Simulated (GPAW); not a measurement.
V:

```
CELL_PARAMETERS angstrom
-1.51435 1.51435 1.51435
1.51435 -1.51435 1.51435
1.51435 1.51435 -1.51435
ATOMIC_POSITIONS crystal
V 0.00000 0.00000 0.00000
```

Base run:

```yaml
Program: GPAW 26.7.0
Functional: PBE
Potentials_or_basis: GPAW PAW data sets (gpaw-data 1.2.1)
Cutoff: 600 eV
Basis: pw
k_mesh: 12 × 12 × 12
Occupations: gaussian, width 0.017 eV
Spin: collinear spin, ferromagnetic start
Starting_moments: "[2.0] μB"
```

Its results: pressure -4.2 GPa; net moment 0.11 μB per cell; site moments V +0.09 μB.

Question: The run is repeated on the same cell with these changes: functional from PBE to r2SCAN; occupations from gaussian, width 0.017 eV to fermi-dirac, width 0.05 eV. What comes out?

Answer: Pressure -4.3 GPa; net moment 0.52 μB per cell; site moments V +0.43 μB.

Caveats: the PAW data sets were made with another functional, which shifts forces and pressure a little (some runs).
